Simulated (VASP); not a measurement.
A run of VASP 6.6.1:

Contents of INCAR:

```
SYSTEM = SiO2
PREC = Accurate
ENCUT = 600
EDIFF = 1E-8
ISMEAR = 0
SIGMA = 0.03
LREAL = .FALSE.
LASPH = .TRUE.
NELM = 80
ALGO = Normal
ISIF = 2
LWAVE = .FALSE.
LCHARG = .FALSE.
LEPSILON = .TRUE.
KPAR = 4
```

The input KPOINTS:

```
regular mesh
0
Monkhorst
  6 6 4
  0 0 0
```

File POSCAR:

```
SiO2                                    
1.0
    4.9255069667     -0.0000000000      0.0000000000
    0.0000000000      4.9255069667      0.0000000000
    0.0000000000      0.0000000000      6.8280630001
  Si              O             
     4     8
Direct
     0.3073807570504576    0.3073807570504576    0.0000000000000000
     0.1926192429495424    0.8073807570504575    0.2500000000000000
     0.6926192429495425    0.6926192429495425    0.5000000000000000
     0.8073807570504575    0.1926192429495424    0.7500000000000000
     0.2362023757443622    0.1186541318400717    0.1857112189916270
     0.3813458681599283    0.7362023757443622    0.4357112189916270
     0.7637976242556378    0.8813458681599212    0.6857112189916270
     0.6186541318400788    0.2637976242556378    0.9357112189916270
     0.7362023757443622    0.3813458681599283    0.5642887810083730
     0.8813458681599212    0.7637976242556378    0.3142887810083730
     0.2637976242556378    0.6186541318400788    0.0642887810083730
     0.1186541318400717    0.2362023757443622    0.8142887810083730
```

Potentials or basis: VASP PAW LDA potentials, release 64 (Si, O).

The run is started by

```bash
$ cat potpaw_LDA.64/Si/POTCAR potpaw_LDA.64/O/POTCAR > POTCAR
$ mpirun -np 4 vasp_std > vasp.out
```

Hardware: 4 MPI ranks on AMD EPYC 9R45 96-Core Processor (Zen 5), with other jobs on the host.

Q: How long does it take, and how much memory?

A: Wall time 4.3 min on 4 MPI ranks on AMD EPYC 9R45 96-Core Processor (Zen 5) (shared host), peak memory 0.66 GiB a rank. Counts: scf iterations 125, k points 12.
